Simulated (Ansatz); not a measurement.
# In: further runs on the relaxed cell

One table from this session's results is given with a row withheld; the runs are named, their logs left out.

Method: DFT r2SCAN, scalar-relativistic, plane waves, PAW, in Ansatz 0.2.0.

1 further run of the same task is left out (set aside as unsound or not needed).

## The system as given

The structure is tetragonal, space group I4/mmm (No. 139). The conventional cell has a = 3.220 Å, b = 3.220 Å, c = 5.053 Å, α = 90.00°, β = 90.00°, γ = 90.00°. In (site symmetry 4/mmm) is surrounded by 12 In at 3.22 to 3.40 Å.

Coordinates:

```
In
1.0
    -1.61015    1.61015    2.52671
     1.61015   -1.61015    2.52671
     1.61015    1.61015   -2.52671
In
1
Direct
  0.00000 0.00000 0.00000
```

It is the result of an earlier relaxation at this level (volume 26.20 Å³/atom; gap on the mesh: none (metal)).

The first run:

Contents of input.yaml:

```yaml
crystal:
  lattice:
    - [-1.6101528169, 1.6101528169, 2.5267134417]
    - [1.6101528169, -1.6101528169, 2.5267134417]
    - [1.6101528169, 1.6101528169, -2.5267134417]
  atoms:
    - { symbol: In, position: [0.0, 0.0, 0.0] }
basis:
  ecutwfc: 500
kpoints:
  mp_grid: { grid: [18, 18, 18] }
  band_path:
    path:
      - [[0.0, 0.0, 0.0], [0.0, 0.0, 0.5], [0.25, 0.25, 0.25], [0.0, 0.5, 0.0], [0.0, 0.0, 0.0], [0.5, 0.5, -0.5], [0.35152248, 0.64847752, -0.35152248]]
      - [[-0.35152248, 0.35152248, 0.35152248], [0.0, 0.0, 0.0]]
      - [[0.0, 0.0, 0.5], [-0.20304496, 0.20304496, 0.5]]
      - [[0.5, 0.5, -0.20304496], [0.5, 0.5, -0.5]]
    npoints: 14
hamiltonian:
  xc: r2scan
scf:
  occupations: { method: gaussian, width: 0.1 }
  n_extra_bands: 6
output:
  forces: true
  stress: true
  eigenvalues: true
  populations: true
  dos: { projected: true, de: 0.02, nscf_kmesh: { grid: [27, 27, 27] } }
  bader: true
  write_density: true
  write_potential: true
  elf: true
  volumetric_format: npy
```

The run is started by

```sh
ansatz run input.yaml --threads 1 --pin off --max-ram 2560MiB --backend cpu --events-out ev --progress --plain --runs-dir out
```

Steps of the session up to this table: Static run: bands, density of states and charges; Point at V/V0 = 0.97; Point at V/V0 = 1.03; Volume × 0.94; The cell scaled to 1.06 of its volume.

One of the session's tables, all rows but one given; the rest of the session is left out.

It belongs to the step «Equation of state». 

```
volume (Å³/atom)  energy above the lowest point (meV/atom)  pressure (GPa)
          24.631                                      14.0            3.10
          25.417                                         ?               ?
          26.203                                       0.0            0.00
          26.989                                       3.1           -1.16
          27.775                                      11.4           -2.10
```

**Question.** Estimate the row for volume (Å³/atom) = 25.417.

Worked estimate for «energy above the lowest point (meV/atom)». A straight line through the neighbours (24.631, 14.0) and (26.203, 0.0) gives 14.0 + (0.0 − 14.0) × (25.417 − 24.631) / (26.203 − 24.631) = 7.0; a parabola fitted to 3 rows on both sides gives 3.6.

**Answer.** energy above the lowest point (meV/atom): 3.2; pressure (GPa): 1.41. In «energy above the lowest point (meV/atom)» the line misses by +3.8 and the parabola by +0.4.
